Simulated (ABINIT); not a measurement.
# Quasiparticle gap of CdS (Greenockite) in ABINIT

Aim: the G0W0 gap of CdS (Greenockite) on PBE, step by step.

Main program and level: ABINIT 10.8.3; PBE and many-body steps on it, plane waves.

The database entry behind the starting cell differs from later determinations by our own check (about 0.35 % long), so it need not match the best structure at ambient conditions.

## Step 1: The starting structure

The structure is hexagonal, space group P6_3mc (No. 186). The conventional cell has a = 4.150 Å, b = 4.150 Å, c = 6.737 Å, α = 90.00°, β = 90.00°, γ = 120.00°. Cd has 4 S at 2.53 to 2.54 Å nearest. S has 4 Cd at 2.53 to 2.54 Å nearest. Farther neighbours and most contacts between anions are not listed.

The cell and positions come from the Crystallography Open Database and are kept as given unless a step says otherwise.

## Step 2: Ground state

This step: ABINIT 10.8.3; DFT, PBE, plane waves, norm-conserving pseudopotentials.

The ground-state density comes first.

run.abi reads:

```
acell 3*1.0 Angstrom
rprim 
  4.149999999997 0.000000000001 0.000000000000
  -2.074999999999 3.594005425702 0.000000000000
  0.000000000000 0.000000000000 6.737000000000
ntypat 2
znucl 48 16
natom 4
typat 1 1 2 2
xred 
  0.333333333333 0.666666666667 0.000000000000
  0.666666666667 0.333333333333 0.500000000000
  0.333333333333 0.666666666667 0.375000000000
  0.666666666667 0.333333333333 0.875000000000
pp_dirpath "pseudos"
pseudos "Cd.upf, S.upf"
ecut 47
ngkpt 3 3 4
nshiftk 1
shiftk 0 0 0
kptopt 1
chksymbreak 0
nband 32
occopt 1
tolvrs 1e-08
nstep 60
prtwf 0
optforces 0
optstress 0
indata_prefix "in"
outdata_prefix "out"
tmpdata_prefix "tmp"
```

Command:

```sh
> OMP_NUM_THREADS=1 mpirun -n 4 abinit run.abi > log
```

Numbers of over 12 decimals in the logs are rounded to 6 here.

The log of the run:

```text
.Version 10.8.3 of ABINIT. v10.8.2 released Aug 2026.

 Symmetries : space group P6_3 m c (#186); Bravais hP (primitive hexag.)
================================================================================
 Values of the parameters that define the memory need of the present run
     intxc =       0    ionmov =       0      iscf =       7    lmnmax =       6
     lnmax =       6     mgfft =      80  mpssoang =       3    mqgrid =    3929
     natom =       4  nloc_mem =       1    nspden =       1   nspinor =       1
    nsppol =       1      nsym =      12    n1xccc =    2501    ntypat =       2
    occopt =       1   xclevel =       2
-    mband =          32        mffmem =           1         mkmem =           3
       mpw =       10458          nfft =      200000          nkpt =           9
================================================================================
  Rough estimation (10% accuracy) of disk space for files :
================================================================================

--------------------------------------------------------------------------------
------------- Echo of variables that govern the present computation ------------
--------------------------------------------------------------------------------
 -outvars: echo values of preprocessed input variables --------
            acell      1.8897261259E+00  1.8897261259E+00  1.8897261259E+00 Bohr

      chksymbreak           0
             ecut      4.70000000E+01 Hartree
-          fftalg         312

              ixc     -101130
              kpt      0.00000000E+00  0.00000000E+00  0.00000000E+00
                       3.33333333E-01  0.00000000E+00  0.00000000E+00
                       3.33333333E-01  3.33333333E-01  0.00000000E+00
                       0.00000000E+00  0.00000000E+00  2.50000000E-01
                       3.33333333E-01  0.00000000E+00  2.50000000E-01
                       3.33333333E-01  3.33333333E-01  2.50000000E-01
                       0.00000000E+00  0.00000000E+00  5.00000000E-01
                       3.33333333E-01  0.00000000E+00  5.00000000E-01
                       3.33333333E-01  3.33333333E-01  5.00000000E-01
         kptrlatt        3    0    0      0    3    0      0    0    4
          kptrlen      2.35270903E+01
P           mkmem           3
            natom           4
            nband          32
            ngfft          50      50      80
             nkpt           9
            nstep          60
             nsym          12
           ntypat           2
              occ      2.000000  2.000000  2.000000  2.000000  2.000000  2.000000
                       2.000000  2.000000  2.000000  2.000000  2.000000  2.000000
                       2.000000  2.000000  2.000000  2.000000  2.000000  2.000000
                       2.000000  2.000000  2.000000  2.000000  2.000000  2.000000
                       2.000000  2.000000  0.000000  0.000000  0.000000  0.000000
                       0.000000  0.000000
        optforces           0
        optstress           0
            prtwf           0
            rprim      4.1500000000E+00  1.0000000000E-12  0.0000000000E+00
                      -2.0750000000E+00  3.5940054257E+00  0.0000000000E+00
                       0.0000000000E+00  0.0000000000E+00  6.7370000000E+00
          spgroup         186

           tolvrs      1.00000000E-08

             xred      3.3333333333E-01  6.6666666667E-01  0.0000000000E+00
[...]
znucl       48.00000   16.00000

================================================================================

 chkinp: Checking input parameters for consistency.

================================================================================
== DATASET  1 ==================================================================
-   mpi_nproc: 4, omp_nthreads: 1 (-1 if OMP is not activated)

--- !DatasetInfo
iteration_state: {dtset: 1, }
dimensions: {natom: 4, nkpt: 9, mband: 32, nsppol: 1, nspinor: 1, nspden: 1, mpw: 10458, }
cutoff_energies: {ecut:  47.0, pawecutdg:  -1.0, }
electrons: {nelect:   5.20000000E+01, charge:   0.00000000E+00, occopt:   1.00000000E+00, tsmear:   1.00000000E-02, }

 Real(R)+Recip(G) space primitive vectors, cartesian coordinates (Bohr,Bohr^-1):
 R(1)=  7.8423634  0.0000000  0.0000000  G(1)=  0.1275126  0.0736194  0.0000000
 R(2)= -3.9211817  6.7916859  0.0000000  G(2)=  0.0000000  0.1472388  0.0000000
 R(3)=  0.0000000  0.0000000 12.7310849  G(3)=  0.0000000  0.0000000  0.0785479
 Unit cell volume ucvol=  6.7809411E+02 bohr^3
 Angles (23,13,12)=  9.00000000E+01  9.00000000E+01  1.20000000E+02 degrees

 getcut: wavevector=  0.0000  0.0000  0.0000  ngfft=  50  50  80
         ecut(hartree)=     47.000   => boxcut(ratio)=   2.03615

--- Pseudopotential description ------------------------------------------------
- Cd Generated using ONCVPSP code by D. R. Hamann
- 48.00000  20.00000  171031                  znucl, zion, pspdat
12 -101130 2 -1 1368                          pspcod,pspxc,lmax,lloc,mmax
     nproj     2     2     2
  pspatm : epsatm=   23.16453630
         --- l  ekb(1:nproj) -->
[...]
pspatm: atomic psp has been read  and splines computed

- S Generated using ONCVPSP code by D. R. Hamann
- 16.00000   6.00000  171031                  znucl, zion, pspdat
12 -101130 2 -1 1146                          pspcod,pspxc,lmax,lloc,mmax
     nproj     2     2     2
  pspatm : epsatm=    9.01821529
         --- l  ekb(1:nproj) -->
[...]
pspatm: atomic psp has been read  and splines computed

   3.34700617E+03                                ecore*ucvol(ha*bohr**3)
--------------------------------------------------------------------------------

_setup2: Arith. and geom. avg. npw (full set) are   10433.861   10433.852

================================================================================

--- !BeginCycle
iteration_state: {dtset: 1, }
solver: {iscf: 7, nstep: 60, nline: 4, wfoptalg: 0, }
tolerances: {tolvrs: 1.00E-08, }

     iter   Etot(hartree)      deltaE(h)  residm     vres2
 ETOT  1  -367.30567352792    -3.673E+02 2.126E+00 1.340E+04
 ETOT  2  -369.94154978681    -2.636E+00 4.641E-02 2.174E+04
 ETOT  3  -372.48329007524    -2.542E+00 1.449E-02 2.859E+03
 ETOT  4  -372.70873004551    -2.254E-01 1.904E-02 1.029E+03
 ETOT  5  -372.81274316772    -1.040E-01 1.922E-02 1.458E+02
 ETOT  6  -372.83051020116    -1.777E-02 2.959E-03 5.248E-01
 ETOT  7  -372.83030987247     2.003E-04 3.011E-03 2.634E+00
 ETOT  8  -372.83064778223    -3.379E-04 7.972E-04 3.954E-02
 ETOT  9  -372.83065005669    -2.274E-06 1.328E-03 2.404E-02
 ETOT 10  -372.83065328813    -3.231E-06 1.959E-04 2.885E-05
 ETOT 11  -372.83065329533    -7.199E-09 1.334E-03 4.702E-07
 ETOT 12  -372.83065329541    -7.714E-11 2.004E-04 3.563E-08
 ETOT 13  -372.83065329544    -3.382E-11 3.770E-04 3.029E-09

 At SCF step   13       vres2   =  3.03E-09 < tolvrs=  1.00E-08 =>converged.

--- !ResultsGS
iteration_state: {dtset: 1, }
comment   : Summary of ground state results
lattice_vectors:
- [  7.8423634,   0.0000000,   0.0000000, ]
- [ -3.9211817,   6.7916859,   0.0000000, ]
- [  0.0000000,   0.0000000,  12.7310849, ]
lattice_lengths: [   7.84236,    7.84236,   12.73108, ]
lattice_angles: [ 90.000,  90.000, 120.000, ] # degrees, (23, 13, 12)
lattice_volume:   6.7809411E+02
convergence: {deltae: -3.382E-11, res2:  3.029E-09, residm:  3.770E-04, diffor:  0.000E+00, }
etotal    :  -3.72830653E+02
entropy   :   0.00000000E+00
fermie    :   1.56514680E-01
cartesian_stress_tensor: null
pressure_GPa: null
xred      :
- [  3.3333E-01,   6.6667E-01,   0.0000E+00, Cd]
- [  6.6667E-01,   3.3333E-01,   5.0000E-01, Cd]
- [  3.3333E-01,   6.6667E-01,   3.7500E-01,  S]
- [  6.6667E-01,   3.3333E-01,   8.7500E-01,  S]
cartesian_forces: null
force_length_stats: {min: null, max: null, mean: null, }

 Integrated electronic density in atomic spheres:
 ------------------------------------------------
 Atom  Sphere_radius  Integrated_density
[...]
4        2.00000          3.91657952
================================================================================

 ----iterations are completed or convergence reached----

 Mean square residual over all n,k,spin=   19.554E-07; max=  37.696E-05
 reduced coordinates (array xred) for    4 atoms
       0.333333333333      0.666666666667      0.000000000000
       0.666666666667      0.333333333333      0.500000000000
       0.333333333333      0.666666666667      0.375000000000
       0.666666666667      0.333333333333      0.875000000000
 rms dE/dt=  0.0000E+00; max dE/dt=  0.0000E+00; dE/dt below (all hartree)
    1       0.000000000000      0.000000000000      0.000000000000
    2       0.000000000000      0.000000000000      0.000000000000
    3       0.000000000000      0.000000000000      0.000000000000
    4       0.000000000000      0.000000000000      0.000000000000

 cartesian coordinates (angstrom) at end:
    1     -3.3e-13     2.396004     0.000000
    2      2.075000     1.198002     3.368500
    3     -3.3e-13     2.396004     2.526375
    4      2.075000     1.198002     5.894875
 length scales=  1.889726125908  1.889726125908  1.889726125908 bohr
              =  1.000000000000  1.000000000000  1.000000000000 angstroms
 prteigrs : about to open file out_EIG
 Fermi (or HOMO) energy (hartree) =   0.15651   Average Vxc (hartree)=  -0.34087
 Eigenvalues (hartree) for nkpt=   9  k points:
 kpt#   1, nband= 32, wtk=  0.02778, kpt=  0.0000  0.0000  0.0000 (reduced coord)
  -3.56875   -3.56875   -2.13798   -2.13796   -2.13786   -2.13786   -2.13785   -2.13785
  -0.29514   -0.27942   -0.12671   -0.12578   -0.12578   -0.12266   -0.12266   -0.11137
  -0.11137   -0.10811   -0.10811   -0.09572   -0.00312    0.12868    0.12868    0.15463
   0.15651    0.15651    0.19970    0.25808    0.39306    0.39306    0.40510    0.43361
 prteigrs : prtvol=0 or 1, do not print more k-points.

--- !EnergyTerms
iteration_state     : {dtset: 1, }
comment             : Components of total free energy in Hartree
kinetic             :  1.30808993808122E+02
hartree             :  1.31110141490446E+02
xc                  : -5.48465640809634E+01
Ewald energy        : -1.97799265838709E+02
psp_core            :  4.93590210809704E+00
local_psp           : -3.98525984945708E+02
non_local_psp       :  1.14861241632698E+01
total_energy        : -3.72830653295445E+02
total_energy_eV     : -1.01452389111638E+04
band_energy         : -4.23178547729712E+01

== END DATASET(S) ==============================================================
================================================================================

 -outvars: echo values of variables after computation  --------
           etotal     -3.7283065330E+02
            nband          32
             nkpt           9
          spgroup         186
 [... the other variables as echoed above ...]

 Calculation completed.
```

Wall time 35 s (4 MPI ranks of Intel Xeon 6975P-C (Granite Rapids), shared host); peak memory 0.54 GiB; 2.3 min of CPU time.

Numbers from this step:

| Item | Value |
| --- | --- |
| total energy | -10145.2389 eV |
| gap | 1.175 eV |
| k of the valence top | 0, 0, 0 |
| k of the conduction bottom | 0, 0, 0 |
| least direct gap | 1.175 eV |

The gap is direct, at Γ.

(Part 1 of 3 ends here.)

[Paths, hosts, dates, memory and timing lines, banners, echoed tables and standing remarks are left out of the program output.]

[Logs are printed without paths, hosts, clocks, repeated set-up lines and the standing remarks that a program may print on its own settings, such as how far it seeks lower states.]

[Runs of the session that timed out or met a known fault of the program may be left out.]

[Hosts, paths, dates, database ids (printed as entryN), source tags and the programs' standing remarks are cut or masked in the printed files.]

[G0W0 gaps are taken among the corrected bands and points alone; a level outside them can change the order at an edge.]

[Where Ansatz stands beside ABINIT at settings called matched, ABINIT's density can come from a denser mesh and the files from another edition; pairs whose starting gaps differed by over 0.03 eV were left out, so agreement reads better than it is.]
